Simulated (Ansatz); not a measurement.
An element in the bcc structure gives these cold pressures by all-electron LAPW under PBE (Ansatz 0.2.0, scalar-relativistic, no spin polarisation).

```tsv
V (Å³/atom)	P (GPa)
7.79	-0.08
6.85	25.9
6.07	66.5
5.29	140.2
4.52	278.9
3.89	481.0
3.35	790.3
```

Q: Which element is it?

A: O. Its zero-pressure volume in this structure is near 7.8 Å³/atom; the volume and the steepness of P(V) together point to it, though neighbours can come close. Neighbours weren't tried against these numbers.
